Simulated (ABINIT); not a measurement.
Runs of ABINIT 10.8.3 (patched build) on BN. The structure is cubic, space group F-43m (No. 216). Conventional cell: a = 3.626 Å, b = 3.626 Å, c = 3.626 Å, α = 90.00°, β = 90.00°, γ = 90.00°. Around N (site symmetry -43m) lie 4 B at 1.57 Å. B (site symmetry -43m) is surrounded by 4 N at 1.57 Å. The cell is a database's computed one.

| share of exact exchange | gap on the mesh (eV) |
| --- | --- |
| 0.05 | 4.97 |
| 0.15 | 5.85 |
| 0.35 | (a) |
| 0.25 | 6.73 |

Alike in all rows: task single point; level PBE0; potentials or basis SG15 NC PBE v1.2; no spin polarisation; cell as given; k mesh 6 × 6 × 6; cutoff (eV) 952; smearing fermi-dirac 0.05 eV; the mesh is coarse, so values aren't converged.

Q: Fill in the values left out.

A: (a) 7.63.

Caveats: all runs use coarse meshes; exact exchange is summed on a coarse mesh, which widens gaps by tenths of an eV.

A k mesh can miss the band edges.
